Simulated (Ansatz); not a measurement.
# Sn (I4_1/amd) in Ansatz: a series of runs, part 2 of 2

Ansatz 0.2.0.

**3. Relaxation of cell and atoms, PBEsol**

The input, input.yaml:

```yaml
crystal:
  lattice:
    - [-2.9401404553, 2.9401404553, 1.5993019889]
    - [2.9401404553, -2.9401404553, 1.5993019889]
    - [2.9401404553, 2.9401404553, -1.5993019889]
  atoms:
    - { symbol: Sn, position: [0.0, 0.0, 0.0] }
    - { symbol: Sn, position: [0.75, 0.25, 0.5] }
hamiltonian:
  xc: pbesol
  pseudopotentials: { kind: paw }
kpoints:
  mp_grid: { grid: [9, 9, 9] }
scf:
  occupations: { method: fermi_dirac, width: 0.05 }
output:
  forces: true
  stress: true
relax:
  f_tol: 0.01
  max_steps: 40
  cell: { stress_tol: 0.05 }
```

Potentials or basis: Ansatz PAW.

Run with:

```
$ ansatz run input.yaml --threads 2 --pin off --max-ram 5632MiB --backend cpu --events-out ev --progress --plain --runs-dir out
```

The log of the run:

```text
Warning: RAYON_NUM_THREADS=2 ignored (pool sized by the plan → 2); use --threads N
Engine: ansatz 0.2.0, x86_64-unknown-linux-gnu
Pseudopotentials: kind: paw
Pseudopotential: Sn, paw, valence charge 14, recommended cutoff 420 eV (normal), Sn.paw.azcp
Functional definition: PBEsol
  exchange = pbesol_x
  correlation = pbesol_c
Crystal: 2 atoms, lattice volume = 55.300 Å³
Basis set: ecut = 420 eV, 1109 PW (Γ), exchange–correlation on 60×60×60 points (8 copies of the dense FFT grid, shifted against one another)
Bands: 18, of which v1, the nominal top of the filled ones, is band 14 counted from 1 (13 counted from 0)
Symmetry: 16 space group operations
Space group: I41/amd (ITA 141), of the structure as read, at distance tolerance 3.8e-5 Å
k-points: 75 of 729
Non-local potential: Sn, projectors of the file, l = 0: 2, l = 1: 2, l = 2: 2, l = 3: 2
PAW form: soft (Blöchl's): semilocal exchange-correlation on the pseudo side does not see the compensation charge
PAW frozen core: Sn, regenerated for the run's functional, and the local potential with it (the file was generated under x = pbe(κ = 0.804, μ = 0.2195149727645171), c = pbe(β = 0.06672455060314922))
PAW one-centre angular grid: Sn, 590 points (default); XC on 64 Gauss nodes
Initial density: superposition of atomic densities (neutral atoms: chi_scale 0, normalization atom), corrected by the library's trained network
Initial wavefunctions: pseudopotential atomic-orbital guess
Functional: x = pbesol(κ = 0.804, μ = 0.12345679012345678), c = pbesol(β = 0.046)
SCF iter   1: F=—  HF=-11899.555239 eV  |F-HF|=—  |Δ(HF+E_count)|=         —  Δρ=2.40e-3  dr2=2.19e-3  ethr=1.77e-3  ⟨swp⟩=6.1  Hψ=6929  notcnv=0
preconditioner: auto → Kerker (q_TF=auto, 2.436 Å⁻¹)  [metal: Δε(μ)=0.001 eV  Ē_g=20.061 eV  σ=0.050 eV  W_gap=0.01  n_scr=16 (ndim 8)  ℏωp=26.4 eV  f_vac=0.000  D(μ)=0.93/eV (n_scr^D=4)]
SCF iter   2: F=—  HF=-11899.552405 eV  |F-HF|=—  |Δ(HF+E_count)|=   2.83e-3  Δρ=1.55e-3  dr2=9.37e-4  ethr=7.82e-6  ⟨swp⟩=2.5  Hψ=2945  notcnv=0
[... 51 lines left out ...]
SCF converged after 5 iterations
Free energy (F): -11899.559371 eV
Harris-Foulkes:  -11899.559371 eV  (|F-HF|=1.46e-11)
Internal energy: -11899.551488 eV  (E = F + TS)
E sigma→0 (E₀):  -11899.555430 eV
Entropy (-TS):   -0.007883 eV (-3.941 meV/atom)
Fermi energy:    10.730308 eV
--- Per-component energies (eV) ---
  E_band       = -163.338548
  E_kinetic    = 374.502024
  E_local      = -1690.655633  (includes V_loc(G=0)·N_el)
  E_nonlocal   = -61.121782
  E_hartree    = 1058.579823
  E_xc         = -758.972384
  E_vxc        = -194.435825  (∫ρ·V_xc dr)
  E_paw        = -8129.805665  (= ΣΔE_a)
  E_vpaw       = -708.787134  (= ΣTr[D̂ρ^β])
  E_aug_tail   = -0.000001  (compensation charges beyond the density's cutoff)
  E_ewald      = -2692.647550
  E_core_change = 0.569680  (= ΣΔE_core)
  E_smearing   = -0.007883  (= −TS)
  E_closure    = -0.000000  (closes the sum)
  Σ components = -11899.559371   (vs F -11899.559371, Δ=0.00e0)
--- Forces (eV/Å), atoms counted from 1 ---
  atom   1  Sn    -0.00000000     0.00000000     0.00000000
  atom   2  Sn    -0.00000000    -0.00000000     0.00000000
  max |Σ_I F_I| component: 6.94e-18 eV/Å
--- Stress (GPa, compression-positive) ---
        0.009838       0.000000       0.000000
        0.000000       0.009838       0.000000
        0.000000      -0.000000      -0.030406
  P = ⅓ Tr σ = -0.0036 GPa (-0.036 kbar)
--- Relaxed structure (4 steps of the walk, 4 accepted, 1 SCFs on fresh bases) ---
  F+E_penalty+E_count = -11899.55937109 eV   max|allowed force component| = 3.469e-18 eV/Å   (the final SCF, on the basis selected at the relaxed cell)
  cell:  # Å, volume = 53.7782 Å³
    - [-2.9185566836827803, 2.9185566836827803, 1.578375666304841]
    - [2.9185566836827803, -2.9185566836827803, 1.578375666304841]
    - [2.9185566836827803, 2.9185566836827803, -1.578375666304841]
  atoms:
    - { symbol: Sn, position: [4.094043238894181e-36, 1.2793885121544316e-37, 4.221982090109624e-36] }
    - { symbol: Sn, position: [0.75, 0.25, 0.5] }
```

Wall time 22 s (2 threads of Intel Xeon at 2.50GHz (Skylake/Cascade Lake), shared host); peak memory 0.4 GiB.

What came out:

```
Free energy                            : -11899.5594 eV
Relaxed volume                         : 26.89 Å³/atom
Relaxed cell                           : a = 4.419 Å, b = 4.419 Å, c = 4.419 Å, α = 97.33°, β = 97.33°, γ = 138.15°
Space group after relaxing (to 0.05 Å) : I4_1/amd (No. 141)
Energy gained by relaxing              : 3.7 meV/atom
Ionic steps                            : 5
Pressure after relaxing                : 0.0 GPa
```

Step by step:
```csv
step,energy change (eV),largest force (eV/Å),volume (Å³)
1,0.0000,0.0000,55.30
2,-0.0066,0.0000,53.21
3,-0.0076,0.0000,53.80
4,-0.0076,0.0000,53.78
5,-0.0074,0.0000,53.78
```

Final structure:
```
CELL_PARAMETERS angstrom
-2.91856 2.91856 1.57838
2.91856 -2.91856 1.57838
2.91856 2.91856 -1.57838
ATOMIC_POSITIONS crystal
Sn 0.00000 0.00000 0.00000
Sn 0.75000 0.25000 0.50000
```

Caveat: the plane-wave basis is chosen anew once the cell has moved, so the energies of steps on either side of that aren't comparable; the PAW data sets come from PBE, with cores solved anew for the run's functional, which leaves a small shift of forces and pressure.

**4. Single point, B3LYP**

input.yaml, as its differences from that of step 3:

```diff
@@ -9,6 +9,6 @@
 hamiltonian:
-  xc: pbesol
+  xc: b3lyp
   pseudopotentials: { kind: paw }
 kpoints:
-  mp_grid: { grid: [9, 9, 9] }
+  mp_grid: { grid: [5, 5, 5] }
 scf:
@@ -18,5 +18,2 @@
   stress: true
-relax:
-  f_tol: 0.01
-  max_steps: 40
-  cell: { stress_tol: 0.05 }
+  eigenvalues: true
```

Run with:

```
$ ansatz run input.yaml --threads 2 --pin off --max-ram 5632MiB --backend cpu --events-out ev --progress --plain --runs-dir out
```

Run time: 97 s. Hardware: 2 threads of Intel Xeon at 2.50GHz (Skylake/Cascade Lake), shared host; peak memory 1 GiB.

It converged, with:

```
Free energy            : -12076.8134 eV
Pressure               : 3.6 GPa
Band gap on the k mesh : none (metal or under the smearing width)
```

Stress tensor (GPa, compression positive):
```
 5.61  0.00  0.00
 0.00  5.61  0.00
 0.00  0.00 -0.44
```

Levels at points of the mesh, in eV from the Fermi level:
```
           k point  band 12  band 13  band 14  band 15  band 16  band 17
(0.00, 0.00, 0.00)    -4.27    -2.29    -2.29     3.98     7.03     7.03
```

Caveat: the k mesh is coarse (spacing up to 0.45 Å⁻¹), so the values aren't converged, least of all with exact exchange; the PAW data sets come from PBE, with cores solved anew for the run's functional, which leaves a small shift of forces and pressure; the thresholds are loose for stress.

**5. Overview**

```tsv
task	level	cell	k mesh	mesh quality	gap on the mesh (eV)	pressure (GPa)	relaxed volume (Å³/atom)
relaxation of cell and atoms	LDA	relaxed	9 × 9 × 9	not flagged	none	0.0	26.17
relaxation of cell and atoms	PBEsol	relaxed	9 × 9 × 9	not flagged	-	0.0	26.89
single point	B3LYP	as given	5 × 5 × 5	coarse	none	3.6	-
```

Alike in all rows: potentials or basis Ansatz PAW; no spin polarisation; cutoff (eV) 420; smearing fermi-dirac 0.05 eV.

Caveats: some runs use coarse meshes; the PAW data sets come from PBE, with cores solved anew for the run's functional, which leaves a small shift of forces and pressure; the plane-wave basis is chosen anew once the cell has moved, so the energies of steps on either side of that aren't comparable (some runs); the thresholds are loose for stress (some runs).

Absolute energies hang on the potentials; compare differences alone.
